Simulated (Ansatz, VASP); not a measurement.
**One calculation of Ti, two programs**

```
Ti
1.0
     0.00000    1.99955    2.06045
     1.99955    0.00000    2.06045
     1.99955    1.99955    0.00000
Ti
1
Direct
  0.00000 0.00000 0.00000
```

Change from the starting cell: strain -0.015 along x and y, +0.015 along z, atoms carried along.

Alike in both runs: task single point; functional PBEsol; k mesh 20 × 20 × 20; occupations gaussian, width 0.15 eV; no spin polarisation.

|  | VASP | Ansatz |
| --- | --- | --- |
| version | VASP 6.6.1 | Ansatz 0.2.0 |
| potentials or method | VASP PAW PBE potentials, release 64 (Ti_sv) | scalar-relativistic, plane waves, PAW |
| plane-wave cutoff (eV) | 520 | 420 |
| valence electrons in the cell | 12 | 12 |

|  | VASP | Ansatz | Ansatz less VASP |
| --- | --- | --- | --- |
| gap on the k mesh at the Fermi level (eV) | none | none | - |
| pressure (GPa) | 1.2 | 1.5 | +0.31 |
| largest component of the traceless stress (GPa) | 0.71 | 0.70 | -0.007 |

A gap of «none» marks a metal or a gap that the smearing closes. With one functional, cell and mesh, what is left measures potentials, basis and numerics.

Caveats: the PAW data sets were made with another functional, which shifts forces and pressure a little (VASP).
